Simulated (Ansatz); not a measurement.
Crystal: Cs.

```
Cs
1.0
    -3.12847    3.12847    3.12847
     3.12847   -3.12847    3.12847
     3.12847    3.12847   -3.12847
Cs
1
Direct
  0.00000 0.00000 0.00000
```

- Program: Ansatz 0.2.0
- Task: relaxation of cell and atoms
- Functional: PBEsol
- Potentials or basis: Ansatz PAW
- Cutoff: 420 eV (not typed: the program's choice for these potentials)
- k mesh: 6 × 6 × 6
- Occupations: fermi-dirac, width 0.05 eV
- Spin: no spin polarisation

At the start: volume 122.48 Å³/atom.

Q: Where does the relaxation end?

A: It ends after 5 steps and the volume is 109.25 Å³/atom (-10.8 %); space group Im-3m (No. 229, to 0.05 Å).

The path:
```csv
step,energy change (eV),largest force (eV/Å),volume (Å³)
1,0.0000,0.0000,122.48
2,-0.0010,0.0000,121.63
3,-0.0086,0.0000,107.08
4,-0.0089,0.0000,109.25
5,-0.0088,0.0000,109.25
```

Final structure:
```yaml
crystal:
  lattice:
    - [-3.01155, 3.01155, 3.01155]
    - [3.01155, -3.01155, 3.01155]
    - [3.01155, 3.01155, -3.01155]
  atoms:
    - { symbol: Cs, position: [0.00000, 0.00000, 0.00000] }
```

Caveat: the plane-wave basis is chosen anew once the cell has moved, so the energies of steps on either side of that aren't comparable; the PAW data sets come from PBE, with cores solved anew for the run's functional, which leaves a small shift of forces and pressure.
